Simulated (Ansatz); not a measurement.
# As (Pm-3m) in Ansatz: notebook

The runs below take As through single point, with PBE.

Everything below comes from runs of Ansatz 0.2.0. Logs are shortened: lines on timing, memory, paths and dates and some standing lists are left out, and cuts for length are marked.

### Step 1. Starting point

Symmetry: Pm-3m, No. 221, cubic system. The conventional cell has a = 2.704 Å, b = 2.704 Å, c = 2.704 Å, α = 90.00°, β = 90.00°, γ = 90.00°. As (site symmetry m-3m) is surrounded by 6 As at 2.70 Å.

This isn't the form of As at room conditions, which is rhombohedral.

### Step 2. Single point, PBE

Input file input.yaml:

```yaml
crystal:
  lattice:
    - [2.7036817444, 0.0, 0.0]
    - [0.0, 2.7036817444, 0.0]
    - [0.0, 0.0, 2.7036817444]
  atoms:
    - { symbol: As, position: [0.5, 0.5, 0.5] }
hamiltonian:
  xc: pbe
  pseudopotentials: { kind: paw }
kpoints:
  mp_grid: { grid: [10, 10, 10] }
scf:
  occupations: { method: gaussian, width: 0.022 }
output:
  forces: true
  stress: true
  eigenvalues: true
  write_density: true
  write_potential: true
  elf: true
  volumetric_format: npy
```

Potentials or basis: Ansatz PAW.

Run with:

```console
> ansatz run input.yaml --threads 2 --pin off --max-ram 5632MiB --backend cpu --events-out ev --progress --plain --runs-dir out
```

Log:

```text
Warning: RAYON_NUM_THREADS=2 ignored (pool sized by the plan → 2); use --threads N
Engine: ansatz 0.2.0, aarch64-unknown-linux-gnu
Pseudopotentials: kind: paw
Pseudopotential: As, paw, valence charge 15, recommended cutoff 420 eV (normal), As.paw.azcp
Functional definition: PBE
  parameter kappa = 0.804
  parameter beta = 0.06672455060314922
  exchange = pbe_x(kappa = kappa, mu = beta*pi^2/3)
  correlation = pbe_c(beta = beta)
Crystal: 1 atoms, lattice volume = 19.764 Å³
Basis set: ecut = 420 eV, 389 PW (Γ), exchange–correlation on 40×40×40 points (8 copies of the dense FFT grid, shifted against one another)
Bands: 12, of which v1, the nominal top of the filled ones, is band 8 counted from 1 (7 counted from 0)
Symmetry: 48 space group operations
Space group: Pm-3m (ITA 221), of the structure as read, at distance tolerance 2.7e-5 Å
k-points: 56 of 1000
Non-local potential: As, projectors of the file, l = 0: 2, l = 1: 2, l = 2: 3, l = 3: 1
PAW form: soft (Blöchl's): semilocal exchange-correlation on the pseudo side does not see the compensation charge
PAW one-centre angular grid: As, 590 points (default); XC on 64 Gauss nodes
Initial density: superposition of atomic densities (neutral atoms: chi_scale 0, normalization atom), corrected by the library's trained network
Initial wavefunctions: pseudopotential atomic-orbital guess
Functional: x = pbe(κ = 0.804, μ = 0.2195149727645171), c = pbe(β = 0.06672455060314922)
SCF iter   1: F=—  HF=-4856.029539 eV  |F-HF|=—  |Δ(HF+E_count)|=         —  Δρ=1.34e-3  dr2=4.36e-4  ethr=1.77e-3  ⟨swp⟩=5.9  Hψ=4016  notcnv=0
preconditioner: auto → none  [insulator: Δε(μ)=0.038 eV  Ē_g=15.086 eV  σ=0.022 eV  W_gap=0.78  n_scr=6 (ndim 8)  ℏωp=18.7 eV  f_vac=0.001  D(μ)=0.47/eV (n_scr^D=0)  ε∞_Penn≈2.5]
SCF iter   2: F=—  HF=-4856.029462 eV  |F-HF|=—  |Δ(HF+E_count)|=   7.70e-5  Δρ=6.06e-4  dr2=6.02e-5  ethr=2.91e-6  ⟨swp⟩=2.1  Hψ=1460  notcnv=0  defer=24
SCF iter   3: F=—  HF=-4856.029497 eV  |F-HF|=—  |Δ(HF+E_count)|=   3.48e-5  Δρ=1.64e-4  dr2=5.18e-6  ethr=4.01e-7  ⟨swp⟩=2.0  Hψ=1022  notcnv=0  defer=24
SCF iter   4: F=—  HF=-4856.029497 eV  |F-HF|=—  |Δ(HF+E_count)|=   8.01e-8  Δρ=4.40e-5  dr2=2.19e-7  ethr=3.45e-8  ⟨swp⟩=2.0  Hψ=1060  notcnv=0  defer=24
iter 5 did not close the SCF: its close was put off for the readings that it lacked (scf_convergence_deferred on its scf_iter line)
SCF iter   5: F=-4856.029497 eV  HF=-4856.029497 eV  |F-HF|=1.41e-8  |Δ(HF+E_count)|=   2.82e-7  Δρ=6.94e-6  dr2=8.75e-9  ethr=1.46e-9  ⟨swp⟩=2.0  Hψ=1064  notcnv=0  defer=24
SCF iter   6: F=-4856.029497 eV  HF=-4856.029497 eV  |F-HF|=2.67e-10  |Δ(HF+E_count)|=   5.52e-9  Δρ=8.50e-7  dr2=1.51e-10  ethr=5.83e-11  ⟨swp⟩=5.1  Hψ=3492  notcnv=0
SCF 1 converged in 6 iterations: F = -4856.029497 eV  dr2 = 1.51e-10
SCF converged after 6 iterations
Free energy (F): -4856.029497 eV
Harris-Foulkes:  -4856.029497 eV  (|F-HF|=2.67e-10)
Internal energy: -4856.029377 eV  (E = F + TS)
E sigma→0 (E₀):  -4856.029437 eV
Entropy (-TS):   -0.000120 eV (-0.120 meV/atom)
Fermi energy:    11.682931 eV
--- Per-component energies (eV) ---
  E_band       = -214.855900
  E_kinetic    = 102.765022
  E_local      = -1547.817202  (includes V_loc(G=0)·N_el)
  E_nonlocal   = -670.564060
  E_hartree    = 873.820355
  E_xc         = -79.404786
  E_vxc        = -79.494665  (∫ρ·V_xc dr)
  E_paw        = -1834.810298  (= ΣΔE_a)
  E_vpaw       = 232.613657  (= ΣTr[D̂ρ^β])
  E_aug_tail   = 0.000007  (compensation charges beyond the density's cutoff)
  E_ewald      = -1700.018415
  E_smearing   = -0.000120  (= −TS)
  E_closure    = -0.000000  (closes the sum)
  Σ components = -4856.029497   (vs F -4856.029497, Δ=0.00e0)
--- Forces (eV/Å), atoms counted from 1 ---
  atom   1  As    -0.00000000     0.00000000     0.00000000
  max |Σ_I F_I| component: 4.77e-31 eV/Å
--- Stress (GPa, compression-positive) ---
        2.267122      -0.000000       0.000000
       -0.000000       2.267122       0.000000
        0.000000       0.000000       2.267122
  P = ⅓ Tr σ = 2.2671 GPa (22.671 kbar)
--- Band table (eV; the first three rows and the last of 56) ---
  k-point 0: bands = ["-24.3181", "-24.3181", "-24.2150", "-24.2150", "-24.2150", "-3.2783", "15.8578", "15.8578", "15.8578", "20.2993", "20.2993", "22.2675"]
  k-point 1: bands = ["-24.3177", "-24.3094", "-24.2175", "-24.2175", "-24.2148", "-3.0941", "13.8134", "16.0198", "16.0198", "20.4677", "21.5120", "23.6113"]
  k-point 2: bands = ["-24.3167", "-24.2865", "-24.2242", "-24.2242", "-24.2143", "-2.5516", "10.7433", "16.4821", "16.4821", "20.9613", "22.3126", "27.2772"]
  k-point 55: bands = ["-24.2711", "-24.2711", "-24.2711", "-24.1721", "-24.1721", "6.7678", "9.8794", "9.8794", "9.8794", "17.6822", "17.6822", "17.6822"]
```

Run time: 0.62 s. Hardware: 2 threads of Arm Neoverse V2, shared host; peak memory 0.26 GiB.

Results:

```yaml
Free_energy: -4856.0295 eV
Pressure: 2.3 GPa
Band_gap_on_the_k_mesh: none (metal or under the smearing width)
```

### Step 3. Single point, PBE

Changes to input.yaml since step 2:

```diff
@@ -13,3 +13,3 @@
 scf:
-  occupations: { method: gaussian, width: 0.022 }
+  occupations: { method: gaussian, width: 0.023 }
 output:
@@ -18,5 +18 @@
   eigenvalues: true
-  write_density: true
-  write_potential: true
-  elf: true
-  volumetric_format: npy
```

Potentials or basis: Ansatz PAW.

Run with:

```console
> ansatz run input.yaml --threads 2 --pin off --max-ram 5632MiB --backend cpu --events-out ev --progress --plain --runs-dir out
```

Wall time 0.49 s (2 threads of Arm Neoverse V2, shared host); peak memory 0.26 GiB.

Results (log left out):

```
Free energy            : -4856.0295 eV
Pressure               : 2.3 GPa
Band gap on the k mesh : none (metal or under the smearing width)
```

Levels at points of the mesh, in eV from the Fermi level:
| k point | band 5 | band 6 | band 7 | band 8 | band 9 | band 10 |
| --- | --- | --- | --- | --- | --- | --- |
| (0.00, 0.00, 0.00) | -35.90 | -14.96 | 4.17 | 4.17 | 4.17 | 8.62 |
| (0.00, 0.00, -0.50) | -35.90 | -11.81 | -6.91 | 6.47 | 6.47 | 11.40 |
| (0.00, -0.50, -0.50) | -35.86 | -8.53 | -4.24 | -4.24 | 2.55 | 8.64 |
| (-0.50, -0.50, -0.50) | -35.85 | -4.92 | -1.80 | -1.80 | -1.80 | 6.00 |

### Step 4. Single point, PBE

Changes to input.yaml since step 3:

```diff
@@ -13,3 +13,3 @@
 scf:
-  occupations: { method: gaussian, width: 0.023 }
+  occupations: { method: gaussian, width: 0.024 }
 output:
```

Run with:

```console
> ansatz run input.yaml --threads 2 --pin off --max-ram 5632MiB --backend cpu --events-out ev --progress --plain --runs-dir out
```

Run time: 0.49 s. Hardware: 2 threads of Arm Neoverse V2, shared host; peak memory 0.26 GiB.

The run converged. Its results:

- Free energy: -4856.0295 eV
- Pressure: 2.3 GPa
- Band gap on the k mesh: none (metal or under the smearing width)

Levels at points of the mesh, in eV from the Fermi level:
```
              k point  band 5  band 6  band 7  band 8  band 9  band 10
   (0.00, 0.00, 0.00)  -35.90  -14.96    4.18    4.18    4.18     8.62
  (0.00, 0.00, -0.50)  -35.90  -11.81   -6.91    6.47    6.47    11.40
 (0.00, -0.50, -0.50)  -35.86   -8.53   -4.24   -4.24    2.55     8.64
(-0.50, -0.50, -0.50)  -35.85   -4.91   -1.80   -1.80   -1.80     6.00
```

### Step 5. Single point, PBE

Changes to input.yaml since step 4:

```diff
@@ -13,3 +13,3 @@
 scf:
-  occupations: { method: gaussian, width: 0.024 }
+  occupations: { method: gaussian, width: 0.025 }
 output:
@@ -18 +18,5 @@
   eigenvalues: true
+  write_density: true
+  write_potential: true
+  elf: true
+  volumetric_format: npy
```

Potentials or basis: Ansatz PAW.

Run with:

```console
> ansatz run input.yaml --threads 2 --pin off --max-ram 5632MiB --backend cpu --events-out ev --progress --plain --runs-dir out
```

Log:

```text
Warning: RAYON_NUM_THREADS=2 ignored (pool sized by the plan → 2); use --threads N
[... 8 set-up lines as earlier in the session ...]
Crystal: 1 atoms, lattice volume = 19.764 Å³
Basis set: ecut = 420 eV, 389 PW (Γ), exchange–correlation on 40×40×40 points (8 copies of the dense FFT grid, shifted against one another)
Bands: 12, of which v1, the nominal top of the filled ones, is band 8 counted from 1 (7 counted from 0)
[... 2 set-up lines as earlier in the session ...]
k-points: 56 of 1000
[... 6 set-up lines as earlier in the session ...]
SCF iter   1: F=—  HF=-4856.029556 eV  |F-HF|=—  |Δ(HF+E_count)|=         —  Δρ=1.34e-3  dr2=4.35e-4  ethr=1.77e-3  ⟨swp⟩=5.9  Hψ=4000  notcnv=0
preconditioner: auto → none  [insulator: Δε(μ)=0.038 eV  Ē_g=15.086 eV  σ=0.025 eV  W_gap=0.72  n_scr=6 (ndim 8)  ℏωp=18.7 eV  f_vac=0.001  D(μ)=0.49/eV (n_scr^D=0)  ε∞_Penn≈2.5]
SCF iter   2: F=—  HF=-4856.029480 eV  |F-HF|=—  |Δ(HF+E_count)|=   7.64e-5  Δρ=6.08e-4  dr2=6.03e-5  ethr=2.90e-6  ⟨swp⟩=2.1  Hψ=1386  notcnv=0  defer=22
SCF iter   3: F=—  HF=-4856.029515 eV  |F-HF|=—  |Δ(HF+E_count)|=   3.50e-5  Δρ=1.64e-4  dr2=5.18e-6  ethr=4.02e-7  ⟨swp⟩=2.0  Hψ=1020  notcnv=0  defer=22
SCF iter   4: F=—  HF=-4856.029514 eV  |F-HF|=—  |Δ(HF+E_count)|=   1.22e-7  Δρ=4.40e-5  dr2=2.19e-7  ethr=3.45e-8  ⟨swp⟩=2.0  Hψ=1062  notcnv=0  defer=22
iter 5 did not close the SCF: its close was put off for the readings that it lacked (scf_convergence_deferred on its scf_iter line)
SCF iter   5: F=-4856.029515 eV  HF=-4856.029515 eV  |F-HF|=1.39e-8  |Δ(HF+E_count)|=   2.79e-7  Δρ=6.93e-6  dr2=8.70e-9  ethr=1.46e-9  ⟨swp⟩=2.0  Hψ=1066  notcnv=0  defer=22
SCF iter   6: F=-4856.029515 eV  HF=-4856.029515 eV  |F-HF|=2.60e-10  |Δ(HF+E_count)|=   5.35e-9  Δρ=8.42e-7  dr2=1.47e-10  ethr=5.80e-11  ⟨swp⟩=5.1  Hψ=3480  notcnv=0
SCF 1 converged in 6 iterations: F = -4856.029515 eV  dr2 = 1.47e-10
SCF converged after 6 iterations
Free energy (F): -4856.029515 eV
Harris-Foulkes:  -4856.029515 eV  (|F-HF|=2.60e-10)
Internal energy: -4856.029355 eV  (E = F + TS)
E sigma→0 (E₀):  -4856.029435 eV
Entropy (-TS):   -0.000159 eV (-0.159 meV/atom)
Fermi energy:    11.682491 eV
--- Per-component energies (eV) ---
  E_band       = -214.857757
  E_kinetic    = 102.764431
  E_local      = -1547.815663  (includes V_loc(G=0)·N_el)
  E_nonlocal   = -670.563256
  E_hartree    = 873.819356
  E_xc         = -79.404059
  E_vxc        = -79.493840  (∫ρ·V_xc dr)
  E_paw        = -1834.811757  (= ΣΔE_a)
  E_vpaw       = 232.611227  (= ΣTr[D̂ρ^β])
  E_aug_tail   = 0.000007  (compensation charges beyond the density's cutoff)
  E_ewald      = -1700.018415
  E_smearing   = -0.000159  (= −TS)
  E_closure    = 0.000000  (closes the sum)
  Σ components = -4856.029515   (vs F -4856.029515, Δ=0.00e0)
--- Forces (eV/Å), atoms counted from 1 ---
  atom   1  As    -0.00000000    -0.00000000    -0.00000000
  max |Σ_I F_I| component: 4.11e-31 eV/Å
--- Stress (GPa, compression-positive) ---
        2.257584      -0.000000       0.000000
       -0.000000       2.257584       0.000000
        0.000000       0.000000       2.257584
  P = ⅓ Tr σ = 2.2576 GPa (22.576 kbar)
--- Band table (eV; the first three rows and the last of 56) ---
  k-point 0: bands = ["-24.3183", "-24.3183", "-24.2152", "-24.2152", "-24.2152", "-3.2783", "15.8578", "15.8578", "15.8578", "20.2993", "20.2993", "22.2675"]
  k-point 1: bands = ["-24.3179", "-24.3095", "-24.2177", "-24.2177", "-24.2150", "-3.0942", "13.8134", "16.0197", "16.0197", "20.4677", "21.5120", "23.6113"]
  k-point 2: bands = ["-24.3168", "-24.2866", "-24.2244", "-24.2244", "-24.2145", "-2.5516", "10.7433", "16.4821", "16.4821", "20.9613", "22.3126", "27.2772"]
  k-point 55: bands = ["-24.2712", "-24.2712", "-24.2712", "-24.1723", "-24.1723", "6.7677", "9.8794", "9.8794", "9.8794", "17.6822", "17.6822", "17.6822"]
```

Run time: 0.62 s. Hardware: 2 threads of Arm Neoverse V2, shared host; peak memory 0.26 GiB.

Results:

```yaml
Free_energy: -4856.0295 eV
Pressure: 2.3 GPa
Band_gap_on_the_k_mesh: none (metal or under the smearing width)
```

Levels at points of the mesh, in eV from the Fermi level:
```
              k point  band 3  band 4  band 5  band 6  band 7  band 8  band 9  band 10  band 11  band 12
   (0.00, 0.00, 0.00)  -35.90  -35.90  -35.90  -14.96    4.18    4.18    4.18     8.62     8.62    10.58
  (0.00, 0.00, -0.50)  -35.92  -35.91  -35.90  -11.81   -6.91    6.47    6.47    11.40    14.15    14.92
 (0.00, -0.50, -0.50)  -35.92  -35.92  -35.86   -8.53   -4.24   -4.24    2.55     8.64    16.88    17.95
(-0.50, -0.50, -0.50)  -35.95  -35.85  -35.85   -4.91   -1.80   -1.80   -1.80     6.00     6.00     6.00
```

### Step 6. Overview

| smearing | gap on the mesh (eV) | pressure (GPa) |
| --- | --- | --- |
| gaussian 0.022 eV | none | 2.3 |
| gaussian 0.023 eV | none | 2.3 |
| gaussian 0.024 eV | none | 2.3 |
| gaussian 0.025 eV | none | 2.3 |

Alike in all rows: task single point; level PBE; potentials or basis Ansatz PAW; no spin polarisation; cell as given; k mesh 10 × 10 × 10; cutoff (eV) 420.

Every run on the cell as given and a fine mesh finds a metal.

Total energies depend on the potentials used, so only differences within one code and one set of settings carry meaning.
